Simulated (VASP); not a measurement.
## BaZr2O3: relaxation of cell and atoms with PBE

Crystal: BaZr2O3.

```
Ba Zr O
1.0
     2.76095    1.59403    4.14763
    -2.76095    1.59403    4.14763
     0.00000   -3.18807    4.14763
Ba Zr O
1 2 3
Direct
  0.00000 0.00000 0.00000
  0.59399 0.59399 0.59399
  0.40601 0.40601 0.40601
  0.50000 0.50000 0.00000
  0.00000 0.50000 0.50000
  0.50000 0.00000 0.50000
```

The cell was built by a generator and needn't be a form met in nature.

* Program: VASP 6.6.1
* Task: relaxation of cell and atoms
* Functional: PBE
* Potentials or basis: VASP PAW PBE potentials, release 64 (Ba_sv, Zr_sv, O)
* Cutoff: 520 eV
* k mesh: 3 × 3 × 3
* Occupations: gaussian, width 0.15 eV
* Spin: no spin polarisation
* Further INCAR settings: PREC = Normal; ALGO = Fast; EDIFF = 0.0001; IBRION = 2; EDIFFG = -0.08; NSW = 24; ISIF = 3

* Relaxed volume: 26.56 Å³/atom
* Relaxed cell: a = 5.816 Å, b = 5.816 Å, c = 5.816 Å, α = 66.78°, β = 66.78°, γ = 66.78°
* Space group after relaxing (to 0.05 Å): R-3m (No. 166)
* Energy gained by relaxing: 1039.5 meV/atom
* Ionic steps: 14
* Pressure after relaxing: 0.0 GPa
* Largest force after relaxing: 0.006 eV/Å
* Band gap on the k mesh: none (metal or under the smearing width)

Forces on the atoms (eV/Å):
```
Ba   0.000  0.000  0.000
Zr   0.000  0.000  0.006
Zr   0.000  0.000 -0.006
O    0.000  0.000  0.000
O    0.000  0.000  0.000
O    0.000  0.000  0.000
```

Step by step:
```
step  energy change (eV)  largest force (eV/Å)  pressure (GPa)  volume (Å³)
   1              0.0000                1.2234           45.48       109.52
   2              0.6007                7.6032          -17.08       213.91
   3             -4.2811                6.5035           -0.16       150.47
   4             -5.8607                0.3553           -5.17       173.83
   5             -5.9366                0.9839           -4.40       169.99
   6             -5.9430                1.2501           -4.18       168.70
   7             -5.9736                0.8710            5.38       153.45
   8             -6.0911                0.2127            0.46       160.42
   9             -6.1494                0.2894            0.35       160.19
  10             -6.2188                0.6042           -0.26       159.22
  11             -6.2301                0.2684            1.00       157.87
  12             -6.2349                0.0311            0.55       158.35
  13             -6.2350                0.0117           -0.58       160.33
  14             -6.2369                0.0058           -0.05       159.33
```

Final structure:
```
CELL_PARAMETERS angstrom
3.20047 1.84779 4.49043
-3.20047 1.84779 4.49043
0.00000 -3.69559 4.49043
ATOMIC_POSITIONS crystal
Ba 0.00000 0.00000 0.00000
Zr 0.61447 0.61447 0.61447
Zr 0.38553 0.38553 0.38553
O 0.50000 0.50000 0.00000
O 0.00000 0.50000 0.50000
O 0.50000 0.00000 0.50000
```

Levels at points of the mesh, in eV from the Fermi level:
```
           k point  band 22  band 23  band 24  band 25  band 26  band 27  band 28  band 29  band 30  band 31
(0.00, 0.00, 0.00)    -4.84    -4.79    -4.79    -2.15    -0.02    -0.02     0.31     0.85     1.53     1.53
```

It took 79 s on 2 MPI ranks on Intel(R) Xeon(R) 6975P-C (Granite Rapids) (shared host), peak memory 0.17 GiB a rank.

Caveat: the k mesh is coarse (spacing up to 0.47 Å⁻¹), so the values aren't converged; the volume moved by over 15 % at a fixed basis, so the end points are rough; the relaxation stopped at a loose force limit of 0.08 eV/Å, so its end isn't a converged minimum. Spin-orbit coupling is left out, which matters for the levels of Ba.
